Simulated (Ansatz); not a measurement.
BN under pressure

All numbers below come from DFT PBE+D3(BJ), scalar-relativistic, plane waves, PAW in Ansatz 0.2.0. Settings: 420 eV plane-wave cutoff, Γ-centred 12×12×12 mesh, fixed occupations. No spin polarisation. Phonons by linear response, acoustic sum rule imposed.

Equilibrium structure at this level:
```cif
data_structure
_symmetry_space_group_name_H-M 'R3m:H'
_symmetry_Int_Tables_number 160
_cell_length_a 2.5061
_cell_length_b 2.5061
_cell_length_c 9.8789
_cell_angle_alpha 90.000
_cell_angle_beta 90.000
_cell_angle_gamma 120.000
_cell_volume 53.73
loop_
_atom_site_label
_atom_site_type_symbol
_atom_site_symmetry_multiplicity
_atom_site_Wyckoff_symbol
_atom_site_fract_x
_atom_site_fract_y
_atom_site_fract_z
_atom_site_occupancy
B1 B 3 a 0.66667 0.33333 0.33295 1
N1 N 3 a 0.00000 0.00000 0.33265 1
```

Q: The cell is relaxed again at 1 and 2 and 6 and 7 and 9 and 16 and 18 and 30 and 35 and 40 GPa. How do volume, gap and optical modes at Γ (cm⁻¹, counted from the lowest optical one; a degenerate one stands once) change?

A:
```tsv
	0 GPa	1 GPa	2 GPa	6 GPa	7 GPa	9 GPa	16 GPa	18 GPa	30 GPa	35 GPa	40 GPa
V/V0	1.000	0.970	0.948	0.888	0.877	0.858	0.806	0.795	0.737	0.713	0.599
gap (eV)	4.23	4.16	4.09	3.91	3.88	3.81	3.67	3.63	3.41	3.41	4.57
ε∞, mean	4.10	4.21	4.29	4.52	4.57	4.65	4.87	4.92	5.20	5.33	4.52
mode 1	748	742	736	716	711	701	666	655	569	490	1165
mode 2	1356	1361	1366	1384	1388	1395	1420	1426	1456	1458	1165
```

This form isn't the usual stable structure of the compound at low pressure.

Cost: 11 runs of about 12 core-minutes in all, on AMD EPYC 7R43 (Zen 3), Intel Xeon Platinum 8488C (Sapphire Rapids), Intel Xeon 6975P-C (Granite Rapids) and other processors (shared hosts).